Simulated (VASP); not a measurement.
A run of VASP 6.6.1 is set up as follows.

File INCAR:

```
SYSTEM = TiSe
PREC = Accurate
ENCUT = 520
EDIFF = 1E-8
ISMEAR = 0
SIGMA = 0.02
LREAL = .FALSE.
LASPH = .TRUE.
NELM = 100
ALGO = Normal
ISIF = 2
LWAVE = .FALSE.
LCHARG = .FALSE.
GGA = CA
LEFG = .TRUE.
```

KPOINTS

```
regular mesh
0
G
  8 8 8
  0 0 0
```

Contents of POSCAR:

```
TiSe
1.0
    0.0000000000      3.1030036500      3.1030036500
    3.1030036500      0.0000000000      3.1030036500
    3.1030036500      3.1030036500      0.0000000000
Ti Se
1 1
Direct
    0.0000000000      0.0000000000      0.0000000000
    0.2500000000      0.2500000000      0.2500000000
```

Potentials or basis: VASP PAW LDA potentials, release 64 (Ti_sv, Se).

The run is started by

```console
$ cat potpaw_LDA.64/Ti_sv/POTCAR potpaw_LDA.64/Se/POTCAR > POTCAR
$ mpirun -np 1 vasp_std > vasp.out
```

(1) Estimate the pressure.

(2) Predict the band gap on the k mesh.

Answers

(1) -13.3 GPa.

(2) none (metal or under the smearing width).
